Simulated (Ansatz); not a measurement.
**How far is this CdTe4 from the hull?**

These are results of DFT PBE, scalar-relativistic, plane waves, PAW (Ansatz), not measurements. Settings: cutoff 420 eV, Γ-centred meshes spaced at most about 0.3 Å⁻¹, and about 0.25 Å⁻¹ or finer for metals (2π included), Gaussian smearing. No spin polarisation.

Formation energies are uncorrected and refer to the elements' standard structures at the same level.

Temperature and zero-point effects are left out. These runs have no spin–orbit coupling, which can matter for Te. The reference form of Te is held partly by dispersion forces, which this level lacks.

The competitors are the elements and 1 reference phase of this chemical system (from databases or known types: CdTe), relaxed at the same level; other known phases may be missing.

The candidate was reached from: random cell.

```cif
data_structure
_symmetry_space_group_name_H-M 'Pm-3m'
_symmetry_Int_Tables_number 221
_cell_length_a 5.5560
_cell_length_b 5.5560
_cell_length_c 5.5560
_cell_angle_alpha 90.000
_cell_angle_beta 90.000
_cell_angle_gamma 90.000
_cell_volume 171.51
loop_
_atom_site_label
_atom_site_type_symbol
_atom_site_symmetry_multiplicity
_atom_site_Wyckoff_symbol
_atom_site_fract_x
_atom_site_fract_y
_atom_site_fract_z
_atom_site_occupancy
Cd1 Cd 1 a 0.00000 0.00000 0.00000 1
Te1 Te 3 d 0.50000 0.00000 0.00000 1
Te2 Te 1 b 0.50000 0.50000 0.50000 1
```

Question: Into what would it decompose?

Answer: Its formation energy is 0.572 eV/atom. The lowest competing mixture at this composition is this:

```json
{"phase": "Te", "space group": "-", "source": "element", "share of atoms": "0.6000", "ΔE_f (eV/atom)": "0.000"}
{"phase": "CdTe", "space group": "F-43m (No. 216)", "source": "COD", "share of atoms": "0.4000", "ΔE_f (eV/atom)": "-0.464"}
```

The mixture lies at -0.186 eV/atom, and the candidate lies 0.76 eV/atom above it. The candidate matches no cell in the subsets of the Crystallography Open Database and the Materials Project at hand. A phase this far over the hull is unlikely to be made.
